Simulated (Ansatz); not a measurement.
# TaS2 (P-3m1) in Ansatz: further runs

Runs on TaS2. Level: PBE. Tasks: single point.

Program: Ansatz 0.2.0. These are calculated values, not measurements. Logs are shortened: lines on timing, memory, paths and dates and some standing lists are left out, and cuts for length are marked.

## 1. The crystal as given

It takes space group P-3m1 (No. 164, trigonal). Conventional cell: a = 3.350 Å, b = 3.350 Å, c = 5.860 Å, α = 90.00°, β = 90.00°, γ = 120.00°. Around Ta (site symmetry -3m) lie 6 S at 2.43 Å. Around S (site symmetry 3m) lie 3 Ta at 2.43 Å.

## 2. Single point, PBE

input.yaml

```yaml
crystal:
  lattice:
    - [3.35, 0.0, 0.0]
    - [-1.675, 2.9011851027, 0.0]
    - [0.0, 0.0, 5.86]
  atoms:
    - { symbol: Ta, position: [0.0, 0.0, 0.0] }
    - { symbol: S, position: [0.6666666667, 0.3333333333, 0.75] }
    - { symbol: S, position: [0.3333333333, 0.6666666667, 0.25] }
hamiltonian:
  xc: pbe
  pseudopotentials: { kind: paw }
kpoints:
  mp_grid: { grid: [9, 9, 5] }
scf:
  occupations: { method: gaussian, width: 0.013 }
output:
  forces: true
  stress: true
  eigenvalues: true
```

Potentials or basis: Ansatz PAW.

Command:

```bash
> ansatz run input.yaml --threads 2 --pin off --max-ram 5632MiB --backend cpu --events-out ev --progress --plain --runs-dir out
```

The program printed:

```text
Warning: RAYON_NUM_THREADS=2 ignored (pool sized by the plan → 2); use --threads N
Engine: ansatz 0.2.0, x86_64-unknown-linux-gnu
Pseudopotentials: kind: paw
Pseudopotential: Ta, paw, valence charge 13, recommended cutoff 420 eV (normal), Ta.paw.azcp
Pseudopotential: S, paw, valence charge 6, recommended cutoff 420 eV (normal), S.paw.azcp
Functional definition: PBE
  parameter kappa = 0.804
  parameter beta = 0.06672455060314922
  exchange = pbe_x(kappa = kappa, mu = beta*pi^2/3)
  correlation = pbe_c(beta = beta)
Crystal: 3 atoms, lattice volume = 56.953 Å³
Basis set: ecut = 420 eV, 1135 PW (Γ), exchange–correlation on 48×48×80 points (8 copies of the dense FFT grid, shifted against one another)
Bands: 17, of which v1, the nominal top of the filled ones, is band 13 counted from 1 (12 counted from 0)
Symmetry: 12 space group operations
Space group: P-3m1 (ITA 164), of the structure as read, at distance tolerance 3.8e-5 Å
k-points: 50 of 405
Non-local potential: Ta, projectors of the file, l = 0: 3, l = 1: 2, l = 2: 2, l = 3: 1
Non-local potential: S, projectors of the file, l = 0: 2, l = 1: 2, l = 2: 2
PAW form: soft (Blöchl's): semilocal exchange-correlation on the pseudo side does not see the compensation charge
PAW one-centre angular grid: Ta, 590 points (default); XC on 64 Gauss nodes
PAW one-centre angular grid: S, 110 points (default); XC on 64 Gauss nodes
Initial density: superposition of atomic densities (neutral atoms: chi_scale 0, normalization atom), corrected by the library's trained network
Initial wavefunctions: pseudopotential atomic-orbital guess
Functional: x = pbe(κ = 0.804, μ = 0.2195149727645171), c = pbe(β = 0.06672455060314922)
SCF iter   1: F=—  HF=-11739.353772 eV  |F-HF|=—  |Δ(HF+E_count)|=         —  Δρ=2.17e-3  dr2=2.80e-3  ethr=1.77e-3  ⟨swp⟩=6.1  Hψ=5020  notcnv=0
preconditioner: auto → LDOS  [metal: Δε(μ)=0.009 eV  Ē_g=9.003 eV  σ=0.013 eV  W_gap=0.36  n_scr=10 (ndim 8)  ℏωp=20.3 eV  f_vac=0.012  D(μ)=3.03/eV (n_scr^D=34)  β→1.0]
SCF iter   2: F=—  HF=-11739.353063 eV  |F-HF|=—  |Δ(HF+E_count)|=   7.09e-4  Δρ=1.25e-3  dr2=1.74e-3  ethr=1.12e-5  ⟨swp⟩=3.0  Hψ=1920  notcnv=0  defer=20
SCF iter   3: F=—  HF=-11739.352600 eV  |F-HF|=—  |Δ(HF+E_count)|=   4.63e-4  Δρ=2.30e-4  dr2=1.44e-5  ethr=6.96e-6  ⟨swp⟩=2.0  Hψ=1387  notcnv=0  defer=20
SCF iter   4: F=—  HF=-11739.352661 eV  |F-HF|=—  |Δ(HF+E_count)|=   6.08e-5  Δρ=4.76e-5  dr2=2.22e-6  ethr=5.77e-8  ⟨swp⟩=2.0  Hψ=1235  notcnv=0  defer=20
SCF iter   5: F=—  HF=-11739.352661 eV  |F-HF|=—  |Δ(HF+E_count)|=   2.66e-7  Δρ=1.91e-5  dr2=3.73e-7  ethr=8.90e-9  ⟨swp⟩=2.6  Hψ=1287  notcnv=0  defer=20
SCF iter   6: F=-11739.352661 eV  HF=-11739.352661 eV  |F-HF|=2.70e-8  |Δ(HF+E_count)|=   2.00e-8  Δρ=5.87e-6  dr2=3.50e-8  ethr=4.00e-10  ⟨swp⟩=6.5  Hψ=3263  notcnv=0
SCF 1 converged in 6 iterations: F = -11739.352661 eV  dr2 = 3.50e-8
SCF converged after 6 iterations
Free energy (F): -11739.352661 eV
Harris-Foulkes:  -11739.352661 eV  (|F-HF|=2.70e-8)
Internal energy: -11739.352377 eV  (E = F + TS)
E sigma→0 (E₀):  -11739.352519 eV
Entropy (-TS):   -0.000284 eV (-0.095 meV/atom)
Fermi energy:    10.690773 eV
--- Per-component energies (eV) ---
  E_band       = -185.773227
  E_kinetic    = 583.933187
  E_local      = -1416.565461  (includes V_loc(G=0)·N_el)
  E_nonlocal   = 71.664115
  E_hartree    = 539.995721
  E_xc         = -414.577111
  E_vxc        = -381.428763  (∫ρ·V_xc dr)
  E_paw        = -9597.593061  (= ΣΔE_a)
  E_vpaw       = -123.373316  (= ΣTr[D̂ρ^β])
  E_aug_tail   = 0.000137  (compensation charges beyond the density's cutoff)
  E_ewald      = -1506.209906
  E_smearing   = -0.000284  (= −TS)
  E_closure    = 0.000000  (closes the sum)
  Σ components = -11739.352661   (vs F -11739.352661, Δ=0.00e0)
--- Forces (eV/Å), atoms counted from 1 ---
  atom   1  Ta    -0.00000000     0.00000000     0.00000000
  atom   2  S     -0.00000000     0.00000000    -1.25310190
  atom   3  S      0.00000000     0.00000000     1.25310190
  max |Σ_I F_I| component: 2.22e-16 eV/Å
--- Stress (GPa, compression-positive) ---
        7.456735      -0.000000       0.000000
       -0.000000       7.456735       0.000000
        0.000000       0.000000      12.522402
  P = ⅓ Tr σ = 9.1453 GPa (91.453 kbar)
--- Band table (eV; the first three rows and the last of 50) ---
  k-point 0: bands = ["-58.0328", "-24.5390", "-24.5086", "-24.5086", "-4.4694", "-2.3881", "3.7097", "6.4153", "6.4153", "9.3483", "9.8898", "9.8898", "10.7165", "10.7165", "10.9739", "14.7806", "14.7806"]
  k-point 1: bands = ["-58.0327", "-24.5391", "-24.5086", "-24.5086", "-4.3918", "-2.5487", "4.0510", "6.4250", "6.4250", "8.5196", "9.8415", "9.8415", "10.7067", "10.7067", "11.4702", "14.9183", "14.9183"]
  k-point 2: bands = ["-58.0327", "-24.5391", "-24.5086", "-24.5086", "-4.2372", "-2.8276", "4.7790", "6.4410", "6.4410", "7.3614", "9.7659", "9.7659", "10.6903", "10.6903", "11.8876", "15.1548", "15.1548"]
  k-point 49: bands = ["-58.0178", "-24.7191", "-24.7191", "-24.4712", "-2.2941", "-2.2941", "5.1050", "5.1050", "5.1712", "6.9647", "7.1166", "7.1166", "11.9346", "12.2135", "12.2135", "15.6955", "15.6955"]
```

Run time: 0.84 s. Hardware: 2 threads of AMD EPYC 9R14 (Zen 4), shared host; peak memory 0.39 GiB.

Results:

- Free energy: -11739.3527 eV
- Pressure: 9.1 GPa
- Largest force: 1.253 eV/Å
- Band gap on the k mesh: none (metal or under the smearing width)

Forces on the atoms (eV/Å):
```
Ta   0.000  0.000  0.000
S    0.000  0.000 -1.253
S    0.000  0.000  1.253
```

Stress tensor (GPa, compression positive):
```
 7.46  0.00  0.00
 0.00  7.46  0.00
 0.00  0.00 12.52
```

Caveat: this functional lacks dispersion, which binds the layers, so the pressure and a relaxed spacing across them are unreliable; forces of over 1 eV/Å show positions far from the minimum, so gaps and moduli don't describe the material at rest.

## 3. Single point, PBE

Changes to input.yaml since step 2:

```diff
@@ -15,3 +15,3 @@
 scf:
-  occupations: { method: gaussian, width: 0.013 }
+  occupations: { method: gaussian, width: 0.014 }
 output:
@@ -20 +20,5 @@
   eigenvalues: true
+  write_density: true
+  write_potential: true
+  elf: true
+  volumetric_format: npy
```

Potentials or basis: Ansatz PAW.

Command:

```bash
> ansatz run input.yaml --threads 2 --pin off --max-ram 5632MiB --backend cpu --events-out ev --progress --plain --runs-dir out
```

It took 1.1 s on 2 threads of AMD EPYC 9R14 (Zen 4), shared host; peak memory 0.39 GiB.

Results (log left out):

| Item | Value |
| --- | --- |
| Free energy | -11739.3527 eV |
| Pressure | 9.1 GPa |
| Largest force | 1.253 eV/Å |
| Band gap on the k mesh | none (metal or under the smearing width) |

Forces on the atoms (eV/Å):
```
Ta   0.000  0.000  0.000
S    0.000  0.000 -1.253
S    0.000  0.000  1.253
```

Stress tensor (GPa, compression positive):
```
 7.46  0.00  0.00
 0.00  7.46  0.00
 0.00  0.00 12.52
```

Levels at points of the mesh, in eV from the Fermi level:
| k point | band 11 | band 12 | band 13 | band 14 | band 15 | band 16 |
| --- | --- | --- | --- | --- | --- | --- |
| (0.00, 0.00, 0.00) | -0.80 | -0.80 | 0.03 | 0.03 | 0.28 | 4.09 |

Caveat: this functional lacks dispersion, which binds the layers, so the pressure and a relaxed spacing across them are unreliable; forces of over 1 eV/Å show positions far from the minimum, so gaps and moduli don't describe the material at rest.

## 4. Single point, PBE

Changes to input.yaml since step 3:

```diff
@@ -15,3 +15,3 @@
 scf:
-  occupations: { method: gaussian, width: 0.014 }
+  occupations: { method: gaussian, width: 0.015 }
 output:
```

Command:

```bash
> ansatz run input.yaml --threads 2 --pin off --max-ram 5632MiB --backend cpu --events-out ev --progress --plain --runs-dir out
```

It took 1.2 s on 2 threads of AMD EPYC 9R14 (Zen 4), shared host; peak memory 0.4 GiB.

The run converged. Its results:

| Quantity | Value |
| --- | --- |
| Free energy | -11739.3527 eV |
| Pressure | 9.1 GPa |
| Largest force | 1.252 eV/Å |
| Band gap on the k mesh | none (metal or under the smearing width) |

Forces on the atoms (eV/Å):
```
Ta   0.000  0.000  0.000
S    0.000  0.000 -1.252
S    0.000  0.000  1.252
```

Stress tensor (GPa, compression positive):
```
 7.46  0.00  0.00
 0.00  7.46  0.00
 0.00  0.00 12.51
```

Levels at points of the mesh, in eV from the Fermi level:
| k point | band 9 | band 10 | band 11 | band 12 | band 13 | band 14 | band 15 | band 16 | band 17 |
| --- | --- | --- | --- | --- | --- | --- | --- | --- | --- |
| (0.00, 0.00, 0.00) | -4.28 | -1.34 | -0.80 | -0.80 | 0.03 | 0.03 | 0.28 | 4.09 | 4.09 |

Caveat: this functional lacks dispersion, which binds the layers, so the pressure and a relaxed spacing across them are unreliable; forces of over 1 eV/Å show positions far from the minimum, so gaps and moduli don't describe the material at rest. The run has no spin-orbit coupling, so splittings on Ta are missing.

## 5. The runs side by side

```csv
smearing,gap on the mesh (eV),pressure (GPa),largest force (eV/Å)
gaussian 0.013 eV,none,9.1,1.25
gaussian 0.014 eV,none,9.1,1.25
gaussian 0.015 eV,none,9.1,1.25
```

Alike in all rows: task single point; level PBE; potentials or basis Ansatz PAW; no spin polarisation; cell as given; k mesh 9 × 9 × 5; cutoff (eV) 420.

Every run on the cell as given and a fine mesh finds a metal.

Caveats: this functional lacks dispersion, which binds the layers, so the pressure and a relaxed spacing across them are unreliable; forces of over 1 eV/Å show positions far from the minimum, so gaps and moduli don't describe the material at rest.

Total energies depend on the potentials used, so only differences within one code and one set of settings carry meaning.
